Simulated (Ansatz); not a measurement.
# ZrN (Fm-3m) in Ansatz: equation of state

How stiff is ZrN in PBE, and what volume does it want? The cell is scaled to several volumes.

All numbers are computed with Ansatz 0.2.0; they aren't measurements. Logs are shortened: lines on timing, memory, paths and dates and some standing lists are left out, and cuts for length are marked.

## (1) The structure

Symmetry: Fm-3m, No. 225, cubic system. The conventional cell has a = 4.600 Å, b = 4.600 Å, c = 4.600 Å, α = 90.00°, β = 90.00°, γ = 90.00°. Zr (site symmetry m-3m) is surrounded by 6 N at 2.30 Å. N (site symmetry m-3m) is surrounded by 6 Zr at 2.30 Å.

## (2) Single point, PBE, 11.44 Å³/atom (volume scaled by 0.94)

Contents of input.yaml:

```yaml
crystal:
  lattice:
    - [0.0, 2.25304805, 2.25304805]
    - [2.25304805, 0.0, 2.25304805]
    - [2.25304805, 2.25304805, 0.0]
  atoms:
    - { symbol: Zr, position: [0.5, 0.5, 0.5] }
    - { symbol: "N", position: [0.0, 0.0, 0.0] }
hamiltonian:
  xc: pbe
  pseudopotentials: { kind: paw }
kpoints:
  mp_grid: { grid: [10, 10, 10] }
scf:
  occupations: { method: fermi_dirac, width: 0.05 }
output:
  forces: true
  stress: true
  eigenvalues: true
  write_density: true
  write_potential: true
  elf: true
  volumetric_format: npy
```

Potentials or basis: Ansatz PAW.

On the command line:

```
$ ansatz run input.yaml --threads 1 --pin off --max-ram 2560MiB --backend cpu --events-out ev --progress --plain --runs-dir out
```

The log of the run:

```text
Warning: RAYON_NUM_THREADS=1 ignored (pool sized by the plan → 1); use --threads N
Engine: ansatz 0.2.0, aarch64-unknown-linux-gnu
Pseudopotentials: kind: paw
Pseudopotential: Zr, paw, valence charge 12, recommended cutoff 420 eV (normal), Zr.paw.azcp
Pseudopotential: N, paw, valence charge 5, recommended cutoff 420 eV (normal), N.paw.azcp
Functional definition: PBE
  parameter kappa = 0.804
  parameter beta = 0.06672455060314922
  exchange = pbe_x(kappa = kappa, mu = beta*pi^2/3)
  correlation = pbe_c(beta = beta)
Crystal: 2 atoms, lattice volume = 22.874 Å³
Basis set: ecut = 420 eV, 459 PW (Γ), exchange–correlation on 48×48×48 points (8 copies of the dense FFT grid, shifted against one another)
Bands: 13, of which v1, the nominal top of the filled ones, is band 9 counted from 1 (8 counted from 0)
Symmetry: 48 space group operations
Space group: Fm-3m (ITA 225), of the structure as read, at distance tolerance 2.8e-5 Å
k-points: 47 of 1000
Non-local potential: Zr, projectors of the file, l = 0: 3, l = 1: 2, l = 2: 2, l = 3: 2
Non-local potential: N, projectors of the file, l = 0: 2, l = 1: 2, l = 2: 1
PAW form: soft (Blöchl's): semilocal exchange-correlation on the pseudo side does not see the compensation charge
PAW one-centre angular grid: Zr, 590 points (default); XC on 64 Gauss nodes
PAW one-centre angular grid: N, 110 points (default); XC on 64 Gauss nodes
Initial density: superposition of atomic densities (neutral atoms: chi_scale 0, normalization atom), corrected by the library's trained network
Initial wavefunctions: pseudopotential atomic-orbital guess
Functional: x = pbe(κ = 0.804, μ = 0.2195149727645171), c = pbe(β = 0.06672455060314922)
SCF iter   1: F=—  HF=-4571.242551 eV  |F-HF|=—  |Δ(HF+E_count)|=         —  Δρ=6.31e-4  dr2=1.78e-5  ethr=1.77e-3  ⟨swp⟩=5.1  Hψ=3029  notcnv=0
preconditioner: auto → none  [metal: Δε(μ)=0.025 eV  Ē_g=19.189 eV  σ=0.050 eV  W_gap=0.12  n_scr=8 (ndim 8)  ℏωp=30.1 eV  f_vac=0.000  D(μ)=0.77/eV (n_scr^D=8)  sad-step TF]
SCF iter   2: F=—  HF=-4571.242443 eV  |F-HF|=—  |Δ(HF+E_count)|=   1.08e-4  Δρ=3.68e-4  dr2=1.21e-5  ethr=1.05e-7  ⟨swp⟩=2.9  Hψ=1522  notcnv=0
SCF iter   3: F=—  HF=-4571.242478 eV  |F-HF|=—  |Δ(HF+E_count)|=   3.50e-5  Δρ=1.52e-4  dr2=2.98e-6  ethr=7.10e-8  ⟨swp⟩=2.0  Hψ=1015  notcnv=0
SCF iter   4: F=—  HF=-4571.242477 eV  |F-HF|=—  |Δ(HF+E_count)|=   8.30e-7  Δρ=5.49e-5  dr2=3.16e-7  ethr=1.76e-8  ⟨swp⟩=2.6  Hψ=1024  notcnv=0
iter 5 did not close the SCF: its close was put off for the readings that it lacked (scf_convergence_deferred on its scf_iter line)
SCF iter   5: F=-4571.242477 eV  HF=-4571.242477 eV  |F-HF|=2.36e-9  |Δ(HF+E_count)|=   7.53e-8  Δρ=3.77e-6  dr2=3.72e-9  ethr=1.86e-9  ⟨swp⟩=2.1  Hψ=1003  notcnv=0
SCF iter   6: F=-4571.242477 eV  HF=-4571.242477 eV  |F-HF|=9.58e-10  |Δ(HF+E_count)|=  2.26e-10  Δρ=3.28e-6  dr2=1.38e-9  ethr=2.19e-11  ⟨swp⟩=5.2  Hψ=3001  notcnv=0
SCF 1 converged in 6 iterations: F = -4571.242477 eV  dr2 = 1.38e-9
SCF converged after 6 iterations
Free energy (F): -4571.242477 eV
Harris-Foulkes:  -4571.242477 eV  (|F-HF|=9.58e-10)
Internal energy: -4571.236453 eV  (E = F + TS)
E sigma→0 (E₀):  -4571.239465 eV
Entropy (-TS):   -0.006023 eV (-3.012 meV/atom)
Fermi energy:    18.715797 eV
--- Per-component energies (eV) ---
  E_band       = -9.234823
  E_kinetic    = 471.583596
  E_local      = -592.846505  (includes V_loc(G=0)·N_el)
  E_nonlocal   = 123.367940
  E_hartree    = 179.821968
  E_xc         = -225.457200
  E_vxc        = -272.350105  (∫ρ·V_xc dr)
  E_paw        = -3080.726830  (= ΣΔE_a)
  E_vpaw       = -98.632993  (= ΣTr[D̂ρ^β])
  E_aug_tail   = 0.000116  (compensation charges beyond the density's cutoff)
  E_ewald      = -1446.979539
  E_smearing   = -0.006023  (= −TS)
  E_closure    = 0.000000  (closes the sum)
  Σ components = -4571.242477   (vs F -4571.242477, Δ=0.00e0)
--- Forces (eV/Å), atoms counted from 1 ---
  atom   1  Zr     0.00000000     0.00000000    -0.00000000
  atom   2  N     -0.00000000    -0.00000000    -0.00000000
  max |Σ_I F_I| component: 3.35e-29 eV/Å
--- Stress (GPa, compression-positive) ---
       16.528671       0.000000       0.000000
        0.000000      16.528671      -0.000000
       -0.000000       0.000000      16.528671
  P = ⅓ Tr σ = 16.5287 GPa (165.287 kbar)
--- Band table (eV; the first three rows and the last of 47) ---
  k-point 0: bands = ["-30.7633", "-8.3287", "-8.3287", "-8.3287", "2.1658", "15.9366", "15.9366", "15.9366", "18.2555", "18.2555", "18.2555", "20.3829", "20.3829"]
  k-point 1: bands = ["-30.7465", "-8.4802", "-8.3392", "-8.3392", "2.3940", "15.1274", "15.3638", "15.3638", "18.5337", "18.5653", "18.5653", "21.1395", "21.1395"]
  k-point 2: bands = ["-30.7022", "-8.8555", "-8.3664", "-8.3664", "2.9856", "13.6272", "14.3494", "14.3494", "19.0198", "19.3267", "19.3267", "22.7959", "22.7959"]
  k-point 46: bands = ["-30.5262", "-9.2069", "-8.9974", "-8.8306", "3.2692", "13.2330", "13.9081", "13.9144", "18.6764", "20.8533", "23.5881", "23.7016", "24.9900"]
```

It took 1.6 s on 1 thread of Arm Neoverse V1, shared host; peak memory 0.28 GiB.

What came out:

* Free energy: -4571.2425 eV
* Pressure: 16.5 GPa
* Band gap on the k mesh: none (metal or under the smearing width)

Caveat: the pressure holds a Pulay correction of +0.4 GPa for the finite cutoff.

## (3) Single point, PBE, 11.68 Å³/atom (volume scaled by 0.96)

Contents of input.yaml:

```yaml
crystal:
  lattice:
    - [0.0, 2.2689151084, 2.2689151084]
    - [2.2689151084, 0.0, 2.2689151084]
    - [2.2689151084, 2.2689151084, 0.0]
  atoms:
    - { symbol: Zr, position: [0.5, 0.5, 0.5] }
    - { symbol: "N", position: [0.0, 0.0, 0.0] }
hamiltonian:
  xc: pbe
  pseudopotentials: { kind: paw }
kpoints:
  mp_grid: { grid: [10, 10, 10] }
scf:
  occupations: { method: fermi_dirac, width: 0.05 }
output:
  forces: true
  stress: true
  eigenvalues: true
```

Potentials or basis: Ansatz PAW.

On the command line:

```
$ ansatz run input.yaml --threads 1 --pin off --max-ram 2560MiB --backend cpu --events-out ev --progress --plain --runs-dir out
```

Wall time 1.2 s (1 thread of Arm Neoverse V1, shared host); peak memory 0.28 GiB.

Results (log left out):

```yaml
Free_energy: -4571.2828 eV
Pressure: 10.1 GPa
Band_gap_on_the_k_mesh: none (metal or under the smearing width)
```

Caveat: the pressure holds a Pulay correction of +0.4 GPa for the finite cutoff.

## (4) Single point, PBE, 11.92 Å³/atom (volume scaled by 0.98)

input.yaml: that of step 3 with these lines changed.

```diff
@@ -2,5 +2,5 @@
   lattice:
-    - [0.0, 2.2689151084, 2.2689151084]
-    - [2.2689151084, 0.0, 2.2689151084]
-    - [2.2689151084, 2.2689151084, 0.0]
+    - [0.0, 2.2845632933, 2.2845632933]
+    - [2.2845632933, 0.0, 2.2845632933]
+    - [2.2845632933, 2.2845632933, 0.0]
   atoms:
@@ -19 +19,5 @@
   eigenvalues: true
+  write_density: true
+  write_potential: true
+  elf: true
+  volumetric_format: npy
```

On the command line:

```
$ ansatz run input.yaml --threads 1 --pin off --max-ram 2560MiB --backend cpu --events-out ev --progress --plain --runs-dir out
```

It took 1.8 s on 1 thread of Arm Neoverse V1, shared host; peak memory 0.28 GiB.

Results (log left out):

```yaml
Free_energy: -4571.3046 eV
Pressure: 4.3 GPa
Band_gap_on_the_k_mesh: none (metal or under the smearing width)
```

Caveat: the pressure holds a Pulay correction of +0.4 GPa for the finite cutoff.

## (5) Single point, PBE, 12.17 Å³/atom

Contents of input.yaml:

```yaml
crystal:
  lattice:
    - [0.0, 2.3, 2.3]
    - [2.3, 0.0, 2.3]
    - [2.3, 2.3, 0.0]
  atoms:
    - { symbol: Zr, position: [0.5, 0.5, 0.5] }
    - { symbol: "N", position: [0.0, 0.0, 0.0] }
hamiltonian:
  xc: pbe
  pseudopotentials: { kind: paw }
kpoints:
  mp_grid: { grid: [10, 10, 10] }
scf:
  occupations: { method: fermi_dirac, width: 0.05 }
output:
  forces: true
  stress: true
  eigenvalues: true
```

On the command line:

```
$ ansatz run input.yaml --threads 1 --pin off --max-ram 2560MiB --backend cpu --events-out ev --progress --plain --runs-dir out
```

Run time: 1.3 s. Hardware: 1 thread of Arm Neoverse V1, shared host; peak memory 0.28 GiB.

The run converged. Its results:

```
Free energy            : -4571.3098 eV
Pressure               : -0.8 GPa
Band gap on the k mesh : none (metal or under the smearing width)
```

Caveat: the pressure holds a Pulay correction of +0.4 GPa for the finite cutoff.

## (6) Single point, PBE, 12.41 Å³/atom (volume scaled by 1.02)

input.yaml: that of step 5 with these lines changed.

```diff
@@ -2,5 +2,5 @@
   lattice:
-    - [0.0, 2.3, 2.3]
-    - [2.3, 0.0, 2.3]
-    - [2.3, 2.3, 0.0]
+    - [0.0, 2.315232232, 2.315232232]
+    - [2.315232232, 0.0, 2.315232232]
+    - [2.315232232, 2.315232232, 0.0]
   atoms:
@@ -19 +19,5 @@
   eigenvalues: true
+  write_density: true
+  write_potential: true
+  elf: true
+  volumetric_format: npy
```

Potentials or basis: Ansatz PAW.

On the command line:

```
$ ansatz run input.yaml --threads 1 --pin off --max-ram 2560MiB --backend cpu --events-out ev --progress --plain --runs-dir out
```

Run time: 1.7 s. Hardware: 1 thread of Arm Neoverse V1, shared host; peak memory 0.28 GiB.

The run converged. Its results:

```
Free energy            : -4571.3001 eV
Pressure               : -5.5 GPa
Band gap on the k mesh : none (metal or under the smearing width)
```

Caveat: the pressure holds a Pulay correction of +0.4 GPa for the finite cutoff.

## (7) Single point, PBE, 12.65 Å³/atom (volume scaled by 1.04)

Contents of input.yaml:

```yaml
crystal:
  lattice:
    - [0.0, 2.3302666288, 2.3302666288]
    - [2.3302666288, 0.0, 2.3302666288]
    - [2.3302666288, 2.3302666288, 0.0]
  atoms:
    - { symbol: Zr, position: [0.5, 0.5, 0.5] }
    - { symbol: "N", position: [0.0, 0.0, 0.0] }
hamiltonian:
  xc: pbe
  pseudopotentials: { kind: paw }
kpoints:
  mp_grid: { grid: [10, 10, 10] }
scf:
  occupations: { method: fermi_dirac, width: 0.05 }
output:
  forces: true
  stress: true
  eigenvalues: true
```

On the command line:

```
$ ansatz run input.yaml --threads 1 --pin off --max-ram 2560MiB --backend cpu --events-out ev --progress --plain --runs-dir out
```

Run time: 1.3 s. Hardware: 1 thread of Arm Neoverse V1, shared host; peak memory 0.28 GiB.

It converged, with:

| Property | Result |
| --- | --- |
| Free energy | -4571.2768 eV |
| Pressure | -9.7 GPa |
| Band gap on the k mesh | none (metal or under the smearing width) |

Caveat: the pressure holds a Pulay correction of +0.4 GPa for the finite cutoff.

## (8) Single point, PBE, 12.90 Å³/atom (volume scaled by 1.06)

input.yaml: that of step 7 with these lines changed.

```diff
@@ -2,5 +2,5 @@
   lattice:
-    - [0.0, 2.3302666288, 2.3302666288]
-    - [2.3302666288, 0.0, 2.3302666288]
-    - [2.3302666288, 2.3302666288, 0.0]
+    - [0.0, 2.3451094916, 2.3451094916]
+    - [2.3451094916, 0.0, 2.3451094916]
+    - [2.3451094916, 2.3451094916, 0.0]
   atoms:
```

On the command line:

```
$ ansatz run input.yaml --threads 1 --pin off --max-ram 2560MiB --backend cpu --events-out ev --progress --plain --runs-dir out
```

Run time: 1.4 s. Hardware: 1 thread of Arm Neoverse V1, shared host; peak memory 0.28 GiB.

Results (log left out):

* Free energy: -4571.2417 eV
* Pressure: -13.4 GPa
* Band gap on the k mesh: none (metal or under the smearing width)

Caveat: the pressure holds a Pulay correction of +0.3 GPa for the finite cutoff.

## (9) Equation of state, PBE

Potentials or basis: Ansatz PAW.

No new run: the results of the series are fitted here.

What came out:

| Quantity | Value |
| --- | --- |
| Equilibrium volume | 12.13 Å³/atom |
| Bulk modulus | 249 GPa |
| Pressure derivative of the bulk modulus | 4.3 |

Energy against volume, from the lowest point:
| volume (Å³/atom) | energy (meV/atom) |
| --- | --- |
| 11.437 | 33.67 |
| 11.680 | 13.49 |
| 11.924 | 2.62 |
| 12.167 | 0.00 |
| 12.410 | 4.87 |
| 12.654 | 16.49 |
| 12.897 | 34.08 |
